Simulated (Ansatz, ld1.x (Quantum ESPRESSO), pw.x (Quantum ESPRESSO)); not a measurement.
## Which Al potential is closest to all-electron in the diamond crystal?

All use PBE, scalar-relativistic, no spin, cutoffs from each file’s atomic test, pw.x 7.5; 8³ k-points, Fermi–Dirac smearing 0.01 Ry. Δ is the rms difference from all-electron LAPW of the E(V) curves that follow from fits to the pressures, over ±6 % in volume. Mesh and smearing are coarse and serve the comparison alone. The files are a selection: those with a ghost or negative overlap were mostly not run, and those with noisy or unconverged pressures or nearly equal Δ are left out.

All-electron: a0 = 6.051 Å (V0 = 27.69 Å³/atom), B0 = 36.9 GPa.

Rank them by Δ, smallest first.
A. norm-conserving Troullier–Martins (Kleinman–Bylander form), ld1.x (Quantum ESPRESSO) 7.5, PBE; core [Ne], reference 3s1 3p2; waves: 3p (bound): rc 2.65 bohr; 3d channel at -0.2 Ry: rc 2.00 bohr; 3s (bound): rc 1.70 bohr; local part: the s channel; core correction: a·sin(br)/r model core inside 1.70 bohr.
B. norm-conserving RRKJ (Kleinman–Bylander form), ld1.x (Quantum ESPRESSO) 7.5, PBE; core [Ne], reference 3s2 3p1; waves: 3s (bound): rc 2.30 bohr; 3d channel at 0.25 Ry: rc 2.40 bohr; 3p (bound): rc 2.15 bohr; local part: the p channel; core correction: none; rho0 0.02.
C. norm-conserving Troullier–Martins (Kleinman–Bylander form), ld1.x (Quantum ESPRESSO) 7.5, PBE; core [Ne], reference 3s2 3p1; waves: 3p (bound): rc 2.85 bohr; 3d channel at 0.2 Ry: rc 2.60 bohr; 3s (bound): rc 1.65 bohr; local part: the s channel; core correction: none.

C (0.4 meV/atom), A (0.7 meV/atom), B (1.0 meV/atom).
